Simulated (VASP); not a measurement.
# CoO (P3m1) in VASP: notebook

Runs on CoO. Level: PBE. Tasks: single point.

All numbers are computed with VASP 6.6.1; they aren't measurements. Logs are shortened: lines on timing, memory, paths and dates and some standing lists are left out, and cuts for length are marked.

### 1 The structure

It takes space group P6_3mc (No. 186, hexagonal). The conventional cell has a = 3.198 Å, b = 3.198 Å, c = 5.229 Å, α = 90.00°, β = 90.00°, γ = 120.00°. Co (site symmetry 3m) is surrounded by 4 O at 1.93 to 1.97 Å. Around O (site symmetry 3m) lie 4 Co at 1.93 to 1.97 Å.

Measurements of this composition are mostly on another form, of space group No. 225.

### 2 Single point, PBE, collinear spin, ferromagnetic start

File INCAR:

```
PREC = Low
ENCUT = 450
EDIFF = 1E-6
ISMEAR = 0
SIGMA = 0.05
LREAL = F
LASPH = T
NELM = 100
ALGO = Normal
ISIF = 2
LWAVE = F
LCHARG = F
ISPIN = 2
MAGMOM = 2 2 0 0
LORBIT = 11
LMAXMIX = 4
GGA = PE
NBANDS = 27
ADDGRID = F
```

File KPOINTS:

```
Automatic mesh
0
Gamma
  5 5 3
```

File POSCAR:

```
CoO
1.0
    3.1976457435      0.0000000000      0.0000000000
   -1.5988228718      2.7692424462      0.0000000000
    0.0000000000      0.0000000000      5.2287097100
Co O
2 2
Direct
    0.3333333333      0.6666666667      0.5033624100
    0.0000000000      0.0000000000      0.0034741400
    0.3333333333      0.6666666667      0.8715556000
    0.0000000000      0.0000000000      0.3716088500
```

Potentials or basis: VASP PAW PBE potentials, release 64 (Co, O).

On the command line:

```sh
> cat potpaw_PBE.64/Co/POTCAR potpaw_PBE.64/O/POTCAR > POTCAR
> mpirun -np 1 vasp_std > vasp.out
```

OUTCAR:

```text
PREC = Low
   ENCUT = 450
   EDIFF = 1E-6
   ISMEAR = 0
   LREAL = F
   LASPH = T
   NELM = 100
   ISIF = 2
   ISPIN = 2
   LORBIT = 11
   GGA = PE

 Found     12 irreducible k-points:

 Following reciprocal coordinates:
            Coordinates               Weight
  0.000000  0.000000  0.000000      1.000000
  0.200000  0.000000  0.000000      6.000000
  0.400000  0.000000  0.000000      6.000000
  0.200000  0.200000  0.000000      6.000000
  0.400000  0.200000  0.000000      6.000000
  0.000000  0.000000  0.333333      2.000000
   k-points           NKPTS =     12   k-points in BZ     NKDIM =     12   number of bands    NBANDS=     27
   number of dos      NEDOS =    301   number of ions     NIONS =      4
   total plane-waves  NPLWV =   9072
   dimension x,y,z NGX =    18 NGY =   18 NGZ =   28
   dimension x,y,z NGXF=    20 NGYF=   20 NGZF=   32
   ions per type =               2   2
   NGX,Y,Z   is equivalent  to a cutoff of   9.36,  9.36,  8.90 a.u.
   NGXF,Y,Z  is equivalent  to a cutoff of  10.40, 10.40, 10.17 a.u.
 SYSTEM =  unknown system
   PREC   = low       normal or accurate (medium, high low for compatibility)
   ISTART =      0    job   : 0-new  1-cont  2-samecut
   ICHARG =      2    charge: 1-file 2-atom 10-const
   ISPIN  =      2    spin polarized calculation?
   LNONCOLLINEAR =      F non collinear calculations
   LSORBIT =      F    spin-orbit coupling
   LASPH  =      T    aspherical Exc in radial PAW
   ENCUT  =  450.0 eV  33.07 Ry    5.75 a.u.   5.53  5.53  9.04*2*pi/ulx,y,z
   NELM   =    100;   NELMIN=  2; NELMDL= -5     # of ELM steps
   EDIFF  = 0.1E-05   stopping-criterion for ELM
   LREAL  =      F    real-space projection
   EDIFFG = 0.1E-04   stopping-criterion for IOM
   NSW    =      0    number of steps for IOM
   IBRION =     -1    ionic relax: 0-MD 1-quasi-New 2-CG
   NFREE  =      0    steps in history (QN), initial steepest desc. (CG)
   ISIF   =      2    stress and relaxation
   ISYM   =      2    0-nonsym 1-usesym 2-fastsym
   POTIM  = 0.5000    time-step for ionic-motion
   TEBEG  =    0.0;   TEEND  =   0.0 temperature during run
   PSTRESS=    0.0 pullay stress
   NELECT =      30.0000    total number of electrons
   NUPDOWN=      -1.0000    fix difference up-down
   EMIN   =  10.00;   EMAX   =-10.00  energy-range for DOS
   EFERMI =   0.00;   METHOD = LEGACY
   ISMEAR =     0;   SIGMA  =   0.05  broadening in eV -4-tet -1-fermi 0-gaus
   EFERMI_NEDOS =   21; number of points for ismear=-14 and -15
   IALGO  =     38    algorithm
   IMIX   =      4    mixing-type and parameters
     AMIX     =   0.40;   BMIX     =  1.00
     AMIX_MAG =   1.60;   BMIX_MAG =  1.00
  volume/ion in A,a.u.               =      11.58        78.11
  Fermi-wavevector in a.u.,A,eV,Ry     =   1.416620  2.677023 27.304329  2.006812
  Thomas-Fermi vector in A             =   2.537935
   LORBIT       =     11    0 simple, 1 ext, 2 COOP (PROOUT), +10 PAW based schemes
   GGA     = PE    functional components
   LHFCALC =     F    Hartree Fock is set to
   AEXX    =    0.0000 exact exchange contribution
   IVDW    =     0    specifies the selected vdW correction
   LEPSILON=     F    determine dielectric tensor
   LRPA    =     F    only Hartree local field effects (RPA)
 spin polarized calculation
 Gauss-broadening in eV      SIGMA  =   0.05
  energy-cutoff  :      450.00
  volume of cell :       46.30
 maximum number of plane-waves:      1020
   NGX = 11   NGY = 11   NGZ = 19

 number of electron      30.0000571 magnetization       5.9047737

 Free energy of the ion-electron system (eV)
  ---------------------------------------------------
  ext. energy  EPLUGINS =         0.00000000
  ---------------------------------------------------
  free energy    TOTEN  =       -26.63841778 eV

  energy without entropy =      -26.63633109  energy(sigma->0) =      -26.63737443

 E-fermi :   6.0124     XC(G=0): -11.1114

 val. band max:        6.0047482273   @ k =   0.4000   0.2000   0.0000
 cond. band min:       6.1255484299   @ k =   0.4000   0.2000   0.3333
 fundamental gap:      0.1208002026
 Fermi energy:         6.0124162598

 spin component 1

 k-point     1 :       0.0000    0.0000    0.0000
  band No.  band energies     occupation
      1     -13.9708      1.00000
      2     -13.3395      1.00000
      3      -1.0010      1.00000
      4      -0.2270      1.00000
      5      -0.0589      1.00000
      6      -0.0587      1.00000
[... 19 lines left out ...]
     26      20.7753      0.00000
     27      22.1616      0.00000

 k-point     2 :       0.2000    0.0000    0.0000
  band No.  band energies     occupation
      1     -13.7829      1.00000
      2     -13.2628      1.00000
      3      -0.6827      1.00000
      4      -0.4434      1.00000
      5      -0.0964      1.00000
      6       0.0502      1.00000
[... 19 lines left out ...]
     26      20.8224      0.00000
     27      21.3508      0.00000

 k-point     3 :       0.4000    0.0000    0.0000
  band No.  band energies     occupation
      1     -13.4335      1.00000
      2     -13.1694      1.00000
      3      -0.8593      1.00000
      4      -0.4981      1.00000
      5       0.0612      1.00000
      6       0.2002      1.00000
[... 19 lines left out ...]
     26      20.0149      0.00000
     27      22.5048      0.00000

 k-point     4 :       0.2000    0.2000    0.0000
  band No.  band energies     occupation
      1     -13.5108      1.00000
      2     -13.1801      1.00000
      3      -0.6892      1.00000
      4      -0.3789      1.00000
      5       0.0779      1.00000
      6       0.1051      1.00000
[... 19 lines left out ...]
     26      20.8731      0.00000
     27      22.1852      0.00000

 k-point     5 :       0.4000    0.2000    0.0000
  band No.  band energies     occupation
      1     -13.2934      1.00000
      2     -13.1747      1.00000
      3      -0.4718      1.00000
      4      -0.4657      1.00000
      5       0.0603      1.00000
      6       0.1491      1.00000
[... 19 lines left out ...]
     26      19.5346      0.00000
     27      21.8957      0.00000

 k-point     6 :       0.0000    0.0000    0.3333
  band No.  band energies     occupation
      1     -13.8163      1.00000
      2     -13.4999      1.00000
      3      -0.9722      1.00000
      4      -0.5873      1.00000
      5       0.0103      1.00000
      6       0.0105      1.00000
[... 19 lines left out ...]
     26      20.0930      0.00000
     27      23.3462      0.00000

 [... further k-points ...]

 spin component 2

 k-point     1 :       0.0000    0.0000    0.0000
  band No.  band energies     occupation
      1     -13.4035      1.00000
      2     -12.7388      1.00000
      3      -0.4566      1.00000
      4       1.0916      1.00000
      5       1.2371      1.00000
      6       1.2375      1.00000
[... 19 lines left out ...]
     26      21.2934      0.00000
     27      23.2224      0.00000

 k-point     2 :       0.2000    0.0000    0.0000
  band No.  band energies     occupation
      1     -13.2069      1.00000
      2     -12.6574      1.00000
      3      -0.1004      1.00000
      4       0.5682      1.00000
      5       0.9720      1.00000
      6       1.2118      1.00000
[... 19 lines left out ...]
     26      21.5718      0.00000
     27      21.8741      0.00000

 k-point     3 :       0.4000    0.0000    0.0000
  band No.  band energies     occupation
      1     -12.8383      1.00000
      2     -12.5583      1.00000
      3      -0.1394      1.00000
      4       0.1649      1.00000
      5       0.6969      1.00000
      6       1.3335      1.00000
[... 19 lines left out ...]
     26      20.7017      0.00000
     27      23.3714      0.00000

 k-point     4 :       0.2000    0.2000    0.0000
  band No.  band energies     occupation
      1     -12.9204      1.00000
      2     -12.5694      1.00000
      3       0.1158      1.00000
      4       0.3283      1.00000
      5       0.7294      1.00000
      6       1.1388      1.00000
[... 19 lines left out ...]
     26      21.4697      0.00000
     27      23.0010      0.00000

 k-point     5 :       0.4000    0.2000    0.0000
  band No.  band energies     occupation
      1     -12.6895      1.00000
      2     -12.5637      1.00000
      3       0.1096      1.00000
      4       0.2705      1.00000
      5       0.8814      1.00000
      6       1.0021      1.00000
[... 19 lines left out ...]
     26      20.2516      0.00000
     27      22.7331      0.00000

 k-point     6 :       0.0000    0.0000    0.3333
  band No.  band energies     occupation
      1     -13.2421      1.00000
      2     -12.9092      1.00000
      3      -0.2259      1.00000
      4       0.5105      1.00000
      5       1.2679      1.00000
      6       1.2683      1.00000
[... 19 lines left out ...]
     26      20.6756      0.00000
     27      24.0495      0.00000

 [... further k-points ...]

------------------------ aborting loop because EDIFF is reached ----------------------------------------

  FORCE on cell =-STRESS in cart. coord.  units (eV):
  Direction    XX          YY          ZZ          XY          YZ          ZX
  --------------------------------------------------------------------------------------
  -------------------------------------------------------------------------------------
  Total       -0.2284945     -0.2284945      0.8419015      0.0000000      0.0000000      0.0000000
  in kB       -7.9067942     -7.9067942     29.1330518      0.0000000      0.0000000      0.0000000
  external PRESSURE =       4.4398211 kB  Pullay stress =       0.0000000 kB

 VOLUME and BASIS-vectors are now :
 -----------------------------------------------------------------------------
  energy-cutoff  :      450.00
  volume of cell :       46.30
      direct lattice vectors                 reciprocal lattice vectors
     3.197645743  0.000000000  0.000000000     0.312730077  0.180554794  0.000000000
    -1.598822872  2.769242446  0.000000000     0.000000000  0.361109588  0.000000000
     0.000000000  0.000000000  5.228709710     0.000000000  0.000000000  0.191251773

 POSITION                                       TOTAL-FORCE (eV/Angst)
 -----------------------------------------------------------------------------------
     -0.00000      1.84616      2.63194        -0.000000      0.000000     -0.295914
      0.00000      0.00000      0.01817         0.000000     -0.000000     -0.290404
     -0.00000      1.84616      4.55711         0.000000      0.000000      0.295066
      0.00000      0.00000      1.94303         0.000000     -0.000000      0.291251
 -----------------------------------------------------------------------------------
    total drift:                               -0.000136     -0.000022      0.076917

  FREE ENERGIE OF THE ION-ELECTRON SYSTEM (eV)
  ---------------------------------------------------
  free  energy   TOTEN  =       -26.6384177775 eV

  energy  without entropy=      -26.6363310853  energy(sigma->0) =      -26.63737443

 total charge

# of ion       s       p       d       tot
------------------------------------------
    1        0.348   0.434   7.189   7.972
    2        0.348   0.434   7.189   7.972
    3        1.560   3.451   0.000   5.011
    4        1.560   3.451   0.000   5.011
--------------------------------------------------
tot          3.817   7.770  14.378  25.966

 magnetization (x)

# of ion       s       p       d       tot
------------------------------------------
    1        0.016   0.060   2.437   2.513
    2        0.016   0.060   2.437   2.513
    3        0.022   0.299   0.000   0.321
    4        0.022   0.299   0.000   0.321
--------------------------------------------------
tot          0.076   0.718   4.874   5.668
```

Wall time 12 s (1 thread of Intel Xeon 6975P-C (Granite Rapids), shared host); peak memory 0.13 GiB.

These settings aren't checked as converged: the numbers below hold their error.

What came out:

```
Free energy                                           : -26.6384 eV
Largest force                                         : 0.296 eV/Å
Band gap on the k mesh                                : none (metal or under the smearing width)
Net moment                                            : 5.90 μB per cell
Site moments                                          : Co +2.51; O +0.32 μB
Valence electrons inside the program's atomic spheres : Co 7.97; O 5.01
```

Caveat: the k mesh is coarse (spacing up to 0.45 Å⁻¹), so the values aren't converged; the cutoff is under 1.25 times the usual one of these potentials, so pressure, stress and relaxed cells hold a basis-set (Pulay) error; semilocal functionals often make such compounds metallic where correlation or magnetic order opens a gap, which also shifts bond lengths.

### 3 Single point, PBE, collinear spin, ferromagnetic start

INCAR is that of step 2.

KPOINTS is that of step 2.

File POSCAR:

```
CoO
1.0
    3.1976457435      0.0000000000      0.0000000000
   -1.5988228718      2.7692424462      0.0000000000
    0.0000000000      0.0000000000      5.2287097100
Co O
2 2
Direct
    0.3365030000      0.6381030000      0.5003980000
    0.0481210000      0.0161470000     -0.0014250000
    0.3062570000      0.6452830000      0.8672390000
    0.0541720000      0.0112240000      0.3867870000
```

Potentials or basis: VASP PAW PBE potentials, release 64 (Co, O).

On the command line:

```sh
> cat potpaw_PBE.64/Co/POTCAR potpaw_PBE.64/O/POTCAR > POTCAR
> mpirun -np 1 vasp_std > vasp.out
```

Wall time 29 s (1 thread of Intel Xeon 6975P-C (Granite Rapids), shared host); peak memory 0.15 GiB.

The run converged, but some of its settings lie outside the range that counts as converged, so its numbers aren't taken as properties of the crystal.

Results:

```yaml
Free_energy: -26.4261 eV
Largest_force: 1.364 eV/Å
Band_gap_on_the_k_mesh: none (metal or under the smearing width)
Net_moment: 5.68 μB per cell
Site_moments: Co +2.44, +2.42; O +0.31, +0.30 μB
Valence_electrons_inside_the_program's_atomic_spheres: Co 8.05, 7.97; O 5.01
```

Caveat: the k mesh is coarse (spacing up to 0.45 Å⁻¹), so the values aren't converged; the cutoff is under 1.25 times the usual one of these potentials, so pressure, stress and relaxed cells hold a basis-set (Pulay) error; semilocal functionals often make such compounds metallic where correlation or magnetic order opens a gap, which also shifts bond lengths.

(Continued in part 2 of 2.)
